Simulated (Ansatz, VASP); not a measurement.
# One calculation of PbO2, two programs

INCAR

```
SYSTEM = PbO2
  PREC = Accurate
  ENCUT = 520
  EDIFF = 1E-7
  ISMEAR = -1
  SIGMA = 0.05
  LREAL = .FALSE.
  LASPH = .TRUE.
  NELM = 60
  ALGO = Normal
  ISIF = 2
  LWAVE = .FALSE.
  LCHARG = .FALSE.
  GGA = PS
  NBANDS = 20
```

File KPOINTS:

```
Automatic mesh
0
G
  9 9 9
  0 0 0
```

Contents of POSCAR:

```
PbO2
1.0
    0.0000000000      2.7549856893      2.7549856893
    2.7549856893      0.0000000000      2.7549856893
    2.7549856893      2.7549856893      0.0000000000
Pb O
1 2
Direct
    0.0000000000      0.0000000000      0.0000000000
    0.7500000000      0.7500000000      0.7500000000
    0.2500000000      0.2500000000      0.2500000000
```

The input input.yaml:

```yaml
crystal:
  lattice:
    - [0.0, 2.7549856893, 2.7549856893]
    - [2.7549856893, 0.0, 2.7549856893]
    - [2.7549856893, 2.7549856893, 0.0]
  atoms:
    - { symbol: Pb, position: [0.0, 0.0, 0.0] }
    - { symbol: O, position: [0.75, 0.75, 0.75] }
    - { symbol: O, position: [0.25, 0.25, 0.25] }
hamiltonian:
  xc: pbesol
  pseudopotentials: { kind: paw }
kpoints:
  mp_grid: { grid: [9, 9, 9] }
scf:
  occupations: { method: fermi_dirac, width: 0.05 }
output:
  forces: true
  stress: true
  eigenvalues: true
```

Change from the starting cell: volume scaled by 1.06.

Alike in both runs: task single point; functional PBEsol; k mesh 9 × 9 × 9; occupations fermi-dirac, width 0.05 eV; no spin polarisation.

|  | VASP | Ansatz |
| --- | --- | --- |
| version | VASP 6.6.1 | Ansatz 0.2.0 |
| potentials or method | VASP PAW PBE potentials, release 64 (Pb_d, O) | Ansatz PAW |
| plane-wave cutoff (eV) | 520 | 420 |
| valence electrons in the cell | 26 | 26 |

|  | VASP | Ansatz | Ansatz less VASP |
| --- | --- | --- | --- |
| gap on the k mesh at the Fermi level (eV) | none | none | - |
| pressure (GPa) | -11.8 | -11.9 | -0.12 |

A gap of «none» marks a metal or a gap that the smearing closes. With one functional, cell and mesh, what is left measures potentials, basis and numerics.

Caveats: the PAW data sets were made with another functional, which shifts forces and pressure a little (VASP); the pressure holds a Pulay correction of +0.6 GPa for the finite cutoff (Ansatz); the PAW data sets come from PBE, with cores solved anew for the run's functional, which leaves a small shift of forces and pressure (Ansatz). Spin-orbit coupling is left out, which matters for the levels of Pb.
